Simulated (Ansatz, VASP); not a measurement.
# Two plane-wave programs on Ag

```
Ag
1.0
     2.93000    0.05860    0.00000
    -1.41425    2.50815    0.00000
     0.00000    0.00000    4.79000
Ag
2
Direct
  0.66667 0.33333 0.75000
  0.33333 0.66667 0.25000
```

This isn't the form of Ag at room conditions, which is fcc.

Alike in both runs: functional PBE; k mesh 9 × 9 × 5; occupations fermi-dirac, width 0.05 eV; no spin polarisation.

|  | VASP | Ansatz |
| --- | --- | --- |
| version | VASP 6.6.1 | Ansatz 0.2.0 |
| potentials or method | VASP PAW PBE potentials, release 64 (Ag) | Ansatz PAW |
| plane-wave cutoff (eV) | 520 | 420 |
| valence electrons in the cell | 22 | 38 |
| task | single point | band structure |

```csv
,VASP,Ansatz,Ansatz less VASP
gap on the k mesh at the Fermi level (eV),none,none,-
pressure (GPa),0.0,0.2,+0.12
largest component of the traceless stress (GPa),2.10,2.11,+0.015
rms of the force components (eV/Å),0.027,0.027,+0.0001
```

Atom by atom the forces differ by 0.000 eV/Å (rms over components). A gap of «none» marks a metal or a gap that the smearing closes. With one functional, cell and mesh, what is left measures potentials, basis and numerics. The two sets of potentials don't hold the same shells in valence.
